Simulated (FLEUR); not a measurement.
A run of FLEUR MaX-R8.1 (later development tree) is set up as follows.

File inp.xml:

```xml
<?xml version="1.0" encoding="UTF-8" standalone="no"?>
<fleurInput fleurInputVersion="0.39">
   <comment>
      Zn                                                                                                  
   </comment>
   <calculationSetup>
      <cutoffs Kmax="4.12" Gmax="12.8" GmaxXC="12.8" numbands="0"/>
      <scfLoop itmax="60" minDistance="0.00001" maxIterBroyd="15" imix="Anderson" alpha="0.05" precondParam="0.0" spinf="2.0" sdNocoIR="T"/>
      <coreElectrons ctail="T" frcor="F" kcrel="0" coretail_lmax="0"/>
      <xcFunctional name="vwn" relativisticCorrections="F"/>
      <magnetism jspins="1"/>
      <soc l_soc="F" theta="0.0" phi="0.0" spav="F"/>
      <expertModes spex="0" secvar="F"/>
      <geometryOptimization l_f="F" forcealpha="1.0" forcemix="BFGS" epsdisp="0.00001" epsforce="0.00001"/>
      <ldaU l_linMix="F" mixParam="0.05" spinf="1.0"/>
   </calculationSetup>
   <cell>
      <bzIntegration valenceElectrons="20.0" mode="hist" fermiSmearingEnergy="0.00183747">
         <kPointListSelection listName="default-1"/>
         <!-- k-points included here -->
         <xi:include xmlns:xi="http://www.w3.org/2001/XInclude" href="kpts.xml"> </xi:include>
      </bzIntegration>
      <!-- symmetry operations included here -->
      <xi:include xmlns:xi="http://www.w3.org/2001/XInclude" href="sym.xml"> </xi:include>
      <bulkLattice scale="1.0">
         <bravaisMatrix>
            <row-1>   -2.9650502093640099     2.9650502093640099     2.9650502093640099</row-1>
            <row-2>    2.9650502093640099    -2.9650502093640099     2.9650502093640099</row-2>
            <row-3>    2.9650502093640099     2.9650502093640099    -2.9650502093640099</row-3>
         </bravaisMatrix>
      </bulkLattice>
   </cell>
   <atomSpecies>
      <species name="Zinc (Zn)" element="Zn" atomicNumber="30">
         <mtSphere radius="2.38" gridPoints="787" logIncrement="0.016"/>
         <atomicCutoffs lmax="10" lnonsphr="10"/>
         <electronConfig flipSpins="F">
            <coreConfig>(1s1/2) (2s1/2) (2p1/2) (2p3/2)</coreConfig>
            <valenceConfig>(3s1/2) (3p1/2) (3p3/2) (4s1/2) (3d3/2) (3d5/2)</valenceConfig>
         </electronConfig>
         <energyParameters s="4" p="4" d="3" f="4"/>
         <lo type="SCLO" l="0" n="3" eDeriv="0"/>
         <lo type="SCLO" l="1" n="3" eDeriv="0"/>
         <lo type="SCLO" l="1" n="3" eDeriv="1"/>
         <lo type="HELO" l="2" n="4" eDeriv="0"/>
         <lo type="HELO" l="2" n="4" eDeriv="1"/>
         <lo type="SCLO" l="3" n="4" eDeriv="2"/>
      </species>
   </atomSpecies>
   <atomGroups>
      <atomGroup species="Zinc (Zn)">
         <relPos label="                   1">.0000000000 .0000000000 .0000000000</relPos>
         <force calculate="T" relaxXYZ="TTT"/>
      </atomGroup>
   </atomGroups>
   <output dos="F" band="F" slice="F">
      <checks vchk="F" cdinf="F"/>
      <bandDOS minEnergy="-.5*Htr" maxEnergy="0.5*Htr" sigma="0.015" storeEVData="T"/>
      <vacuumDOS vacdos="F" integ="F" star="F" nstars="0" locx1="0.0" locy1="0.0" locx2="0.0" locy2="0.0" nstm="0" tworkf="0.0"/>
      <unfoldingBand unfoldBand="F" supercellX="1" supercellY="1" supercellZ="1"/>
      <plotting iplot="0" polar="F">
         <plot TwoD="T" vec1="  1.0  0.0  0.0" vec2="  0.0  1.0  0.0" vec3="  0.0  0.0  1.0" zero="  0.0  0.0  0.0" file="plot"/>
      </plotting>
      <chargeDensitySlicing numkpt="0" minEigenval="0.0" maxEigenval="0.0" nnne="0" pallst="F"/>
      <specialOutput eonly="F"/>
      <moessbauerParams electricFieldGradient="T" isomerShift="T" coreHyperfine="T" valenceHyperfine="T"/>
      <magneticCircularDichroism mcd="F" energyLo="-10.0" energyUp="0.0"/>
   </output>
  <!-- We include the file relax.xml here to enable relaxations (see documentation) -->
  <xi:include xmlns:xi="http://www.w3.org/2001/XInclude" href="relax.xml"> <xi:fallback/> </xi:include>
</fleurInput>
```

The input crystal.txt:

```
Zn
&input cartesian=F /
-1.5690370000  1.5690370000  1.5690370000
1.5690370000  -1.5690370000  1.5690370000
1.5690370000  1.5690370000  -1.5690370000
1.8897261246
1.0 1.0 1.0

1
30 0.0000000000  0.0000000000  0.0000000000

&kpt div1=12 div2=12 div3=12 gamma=T /
```

File inp.xml (bands):

```
<?xml version="1.0" encoding="UTF-8" standalone="no"?>
<fleurInput fleurInputVersion="0.39">
   <comment>
      Zn                                                                                                  
   </comment>
   <calculationSetup>
      <cutoffs Kmax="4.12" Gmax="12.8" GmaxXC="12.8" numbands="0"/>
      <scfLoop itmax="60" minDistance="0.00001" maxIterBroyd="15" imix="Anderson" alpha="0.05" precondParam="0.0" spinf="2.0" sdNocoIR="T"/>
      <coreElectrons ctail="T" frcor="F" kcrel="0" coretail_lmax="0"/>
      <xcFunctional name="vwn" relativisticCorrections="F"/>
      <magnetism jspins="1"/>
      <soc l_soc="F" theta="0.0" phi="0.0" spav="F"/>
      <expertModes spex="0" secvar="F"/>
      <geometryOptimization l_f="F" forcealpha="1.0" forcemix="BFGS" epsdisp="0.00001" epsforce="0.00001"/>
      <ldaU l_linMix="F" mixParam="0.05" spinf="1.0"/>
   </calculationSetup>
   <cell>
      <bzIntegration valenceElectrons="20.0" mode="hist" fermiSmearingEnergy="0.00183747">
         <kPointListSelection listName="path-1"/>
         <!-- k-points included here -->
         <xi:include xmlns:xi="http://www.w3.org/2001/XInclude" href="kpts.xml"> </xi:include>
      </bzIntegration>
      <!-- symmetry operations included here -->
      <xi:include xmlns:xi="http://www.w3.org/2001/XInclude" href="sym.xml"> </xi:include>
      <bulkLattice scale="1.0">
         <bravaisMatrix>
            <row-1>   -2.9650502093640099     2.9650502093640099     2.9650502093640099</row-1>
            <row-2>    2.9650502093640099    -2.9650502093640099     2.9650502093640099</row-2>
            <row-3>    2.9650502093640099     2.9650502093640099    -2.9650502093640099</row-3>
         </bravaisMatrix>
      </bulkLattice>
   </cell>
   <atomSpecies>
      <species name="Zinc (Zn)" element="Zn" atomicNumber="30">
         <mtSphere radius="2.38" gridPoints="787" logIncrement="0.016"/>
         <atomicCutoffs lmax="10" lnonsphr="10"/>
         <electronConfig flipSpins="F">
            <coreConfig>(1s1/2) (2s1/2) (2p1/2) (2p3/2)</coreConfig>
            <valenceConfig>(3s1/2) (3p1/2) (3p3/2) (4s1/2) (3d3/2) (3d5/2)</valenceConfig>
         </electronConfig>
         <energyParameters s="4" p="4" d="3" f="4"/>
         <lo type="SCLO" l="0" n="3" eDeriv="0"/>
         <lo type="SCLO" l="1" n="3" eDeriv="0"/>
         <lo type="SCLO" l="1" n="3" eDeriv="1"/>
         <lo type="HELO" l="2" n="4" eDeriv="0"/>
         <lo type="HELO" l="2" n="4" eDeriv="1"/>
         <lo type="SCLO" l="3" n="4" eDeriv="2"/>
      </species>
   </atomSpecies>
   <atomGroups>
      <atomGroup species="Zinc (Zn)">
         <relPos label="                   1">.0000000000 .0000000000 .0000000000</relPos>
         <force calculate="T" relaxXYZ="TTT"/>
      </atomGroup>
   </atomGroups>
   <output dos="F" band="T" slice="F">
      <checks vchk="F" cdinf="F"/>
      <bandDOS minEnergy="-.5*Htr" maxEnergy="0.5*Htr" sigma="0.015" storeEVData="T"/>
      <vacuumDOS vacdos="F" integ="F" star="F" nstars="0" locx1="0.0" locy1="0.0" locx2="0.0" locy2="0.0" nstm="0" tworkf="0.0"/>
      <unfoldingBand unfoldBand="F" supercellX="1" supercellY="1" supercellZ="1"/>
      <plotting iplot="0" polar="F">
         <plot TwoD="T" vec1="  1.0  0.0  0.0" vec2="  0.0  1.0  0.0" vec3="  0.0  0.0  1.0" zero="  0.0  0.0  0.0" file="plot"/>
      </plotting>
      <chargeDensitySlicing numkpt="0" minEigenval="0.0" maxEigenval="0.0" nnne="0" pallst="F"/>
      <specialOutput eonly="F"/>
      <moessbauerParams electricFieldGradient="T" isomerShift="T" coreHyperfine="T" valenceHyperfine="T"/>
      <magneticCircularDichroism mcd="F" energyLo="-10.0" energyUp="0.0"/>
   </output>
  <!-- We include the file relax.xml here to enable relaxations (see documentation) -->
  <xi:include xmlns:xi="http://www.w3.org/2001/XInclude" href="relax.xml"> <xi:fallback/> </xi:include>
</fleurInput>
```

Potentials or basis: all-electron, FLAPW.

Run with:

```sh
$ inpgen -f crystal.txt -profile fastHighL
$ # inp.xml edited to the form shown
$ fleur_MPI
$ fleur_MPI   # second run, on inp.xml (bands)
```

Question: What does it give for the band gap along the path?

Answer: None (metal or under the smearing width).

Levels at the corners of the path, in eV from the Fermi level:
| point | band 6 | band 7 | band 8 | band 9 | band 10 | band 11 | band 12 | band 13 | band 14 | band 15 |
| --- | --- | --- | --- | --- | --- | --- | --- | --- | --- | --- |
| Γ | -7.73 | -7.73 | -7.73 | -7.23 | -7.23 | 18.76 | 18.76 | 18.76 | 20.59 | 20.59 |
| H | -8.27 | -6.98 | -6.98 | -6.98 | 4.17 | 4.17 | 4.17 | 7.30 | 8.71 | 8.71 |
| N | -8.03 | -7.26 | -7.20 | -6.90 | -2.56 | -1.00 | 11.15 | 12.61 | 15.28 | 16.74 |
| Γ | -7.73 | -7.73 | -7.73 | -7.23 | -7.23 | 18.76 | 18.76 | 18.76 | 20.59 | 20.59 |
| P | -7.84 | -7.84 | -7.19 | -7.19 | 1.76 | 2.37 | 2.37 | 2.37 | 31.15 | 31.15 |
| H | -8.27 | -6.98 | -6.98 | -6.98 | 4.17 | 4.17 | 4.17 | 7.30 | 8.71 | 8.71 |
| P | -7.84 | -7.84 | -7.19 | -7.19 | 1.76 | 2.37 | 2.37 | 2.37 | 31.15 | 31.15 |
| N | -8.03 | -7.26 | -7.20 | -6.90 | -2.56 | -1.00 | 11.15 | 12.61 | 15.28 | 16.74 |
